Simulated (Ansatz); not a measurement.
# Pt: the cost of one run

Program: Ansatz 0.2.0. Level of theory: DFT PBE, scalar-relativistic, plane waves, PAW. These are calculated values, not measurements.

4 further runs of the same task are left out: 4 set aside as unsound or not needed. Runs told in other sessions of the task aren't counted.

## (1) The system as given

The structure is cubic, space group Im-3m (No. 229). Conventional cell: a = 3.163 Å, b = 3.163 Å, c = 3.163 Å, α = 90.00°, β = 90.00°, γ = 90.00°. Around Pt (site symmetry m-3m) lie 8 Pt at 2.74 Å.

Coordinates:

```
CELL_PARAMETERS angstrom
-1.58140 1.58140 1.58140
1.58140 -1.58140 1.58140
1.58140 1.58140 -1.58140
ATOMIC_POSITIONS crystal
Pt 0.00000 0.00000 0.00000
```

It goes back to an entry of the Materials Project, which need not be the stable form.

It is the result of an earlier relaxation at this level (volume 15.82 Å³/atom; gap on the mesh: none (metal)).

## (2) What is varied

Rigid slide and opening across a plane, one cut a cell; the plane is (0 0 1) of the conventional cell.

The axes are (1) slide along a1 + a2 (4.473 Å): 6 values from 0.000 to 0.833, periodic; (2) opening across the cut: 5 values from −0.25 to 2.20 Å.

Nothing else is relaxed (rigid halves). Energies count from the perfect crystal. Points are written as (first, second).

## (3) Point (0.167, −0.25 Å)

input.yaml

```yaml
crystal:
  lattice:
    - [-3.1627959429, 0.0, 0.0]
    - [0.0, -3.1627959429, 0.0]
    - [-0.5271326571, -0.5271326571, 9.2383878288]
  atoms:
    - { symbol: Pt, position: [0.4857381169, 0.4857381169, 0.0855712989] }
    - { symbol: Pt, position: [-0.1569092441, -0.1569092441, 0.9414554644] }
    - { symbol: Pt, position: [0.4286791725, 0.4286791725, 0.4279249651] }
    - { symbol: Pt, position: [-0.0427913553, -0.0427913553, 0.256748132] }
    - { symbol: Pt, position: [0.3716202281, 0.3716202281, 0.7702786313] }
    - { symbol: Pt, position: [-0.0998502997, -0.0998502997, 0.5991017982] }
basis:
  ecutwfc: 420
kpoints:
  mp_grid: { grid: [14, 14, 5] }
hamiltonian:
  xc: pbe
  pseudopotentials: { kind: paw, azcp: { folder: soft_1 } }
scf:
  occupations: { method: gaussian, width: 0.15 }
output:
  forces: true
  stress: true
  eigenvalues: true
```

Command:

```sh
$ ansatz run input.yaml --threads 2 --pin off --max-ram 4096MiB --backend cpu --events-out ev --progress --plain --runs-dir out
```

What time and memory should one allow on 2 threads of Arm Neoverse N1, shared host?

About 76 s, with a peak of 1.1 GiB.
